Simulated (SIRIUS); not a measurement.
SiNi, 4 atoms in the cell. It takes space group Pmmn (No. 59, orthorhombic). The conventional cell has a = 2.943 Å, b = 3.280 Å, c = 4.677 Å, α = 90.00°, β = 90.00°, γ = 90.00°. Around Ni (site symmetry mm2) lie 6 Si at 2.34 to 2.37 Å and 4 Ni at 2.65 Å. Si (site symmetry mm2) has 6 Ni at 2.34 to 2.37 Å and 4 Si at 2.65 Å as nearest neighbours. The cell is a database's computed one.

```yaml
Program: SIRIUS 7.12.0
Task: single point
Functional: PBEsol
Potentials_or_basis: PseudoDojo 0.4.1 PBE standard (scalar relativistic)
Cutoff: 1333 eV
Density_cutoff: 5334 eV
k_mesh: 4 × 4 × 3
Occupations: fermi-dirac, width 0.05 eV
Spin: collinear spin, antiferromagnetic start
Starting_moments: "[1.0, -1.0, 0.0, 0.0] μB"
Hubbard_terms: Ni d U = 8 eV
Libxc_names: "[\"XC_GGA_X_PBE_SOL\", \"XC_GGA_C_PBE_SOL\"]"
Energy_tol: 1e-08 Ha
Density_tol: 1e-06
Mixer: anderson
Mixing_beta: 0.5
Max_scf: 100
Radial_cutoff_for_the_potentials'_integrals: 6.5 bohr
Form_of_the_Hubbard_term: simplified (Dudarev)
Hubbard_projectors: orthogonalised atomic orbitals
Start_of_the_occupations: the program's own
```

Potentials or basis: PseudoDojo 0.4.1 PBE standard (scalar relativistic).

Launch:

```console
$ upf_to_json Ni.upf
$ upf_to_json Si.upf
$ # the labels of the atomic orbitals (3D, 4S, ...) are then added to the .json files where the converter dropped them
$ OMP_NUM_THREADS=4 sirius.scf --input=sirius.json --output=out.json --task=0
```

Hardware: 4 threads of AMD EPYC 9R45 96-Core Processor (Zen 5) (shared host).

**Question.** Estimate the wall time of this run.

**Answer.** Run time: 47 s on 4 threads of AMD EPYC 9R45 96-Core Processor (Zen 5) (shared host), peak memory 0.69 GiB. Counts: scf iterations 21, k points 18, plane waves 4973, bands 32.
